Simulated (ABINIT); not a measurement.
Runs of ABINIT 10.8.3 (patched build) on P. Symmetry: Cmce, No. 64, orthorhombic system. The conventional cell has a = 3.295 Å, b = 10.930 Å, c = 4.544 Å, α = 90.00°, β = 90.00°, γ = 90.00°. P (site symmetry m) is surrounded by 3 P at 2.20 to 2.25 Å. 

| task | level | potentials or basis | cell | k mesh | cutoff (eV) | fine-grid cutoff | cutoff smearing ecutsm (Ha) | stop of the response cycle (tolvrs) | acoustic sum rule (asr) | cell freedom (optcell) | mesh quality | gap on the mesh (eV) | pressure (GPa) | largest force (eV/Å) |
| --- | --- | --- | --- | --- | --- | --- | --- | --- | --- | --- | --- | --- | --- | --- |
| single point | PBE | JTH PAW PBE v2.0 | as given | 6 × 6 × 5 | 544 | 1088.46 eV | - | - | - | - | not flagged | (a) | 1.9 | 0.33 |
| phonons | LDA | PseudoDojo NC SR LDA v0.4.1 standard | cell relaxed at zero pressure by an earlier run | 6 × 6 × 4 | 490 | - | 0.5 | 1e-08 | 1 | - | coarse | none | 0.0 | - |
| single point | LDA | PseudoDojo NC SR LDA v0.4.1 standard | cell relaxed | 6 × 6 × 4 | 490 | - | - | - | - | - | coarse | none | -0.1 | - |
| single point | PBEsol | JTH PAW PBE v2.0 | as given | 6 × 6 × 5 | 544 | 1088.46 eV | - | - | - | - | not flagged | none | (b) | 0.31 |
| relaxation of cell and atoms | LDA | PseudoDojo NC SR LDA v0.4.1 standard | relaxed | 6 × 6 × 4 | 490 | - | 0.5 | - | - | 2 | not flagged | none | 0.0 | - |
| single point | PBE | JTH PAW PBE v2.0 | as given | 3 × 3 × 2 | 544 | 1088.46 eV | - | - | - | - | coarse | 0.65 | 2.3 | 0.36 |
| single point | r2SCAN | JTH PAW PBE v2.0 | as given | 3 × 3 × 2 | 653 | 1251.72 eV | - | - | - | - | coarse | 0.86 | (c) | 0.27 |
| single point | LDA | JTH PAW LDA v2.0 | as given | 6 × 6 × 5 | 544 | 1088.46 eV | - | - | - | - | not flagged | none | -2.1 | 0.20 |

Alike in all rows: no spin polarisation; smearing fermi-dirac 0.05 eV.

Task: Estimate the missing entries.

Result: (a) 0.10; (b) -0.5; (c) 1.1.

Caveats: some runs use coarse meshes; an odd mesh through Γ misses points on the zone boundary, where band edges often lie (some runs); the PAW data sets were made with another functional, which shifts forces and pressure a little (some runs); the mesh is coarse for a metal's response (some runs).

A gap of «none» marks a metal or a gap under the smearing width.
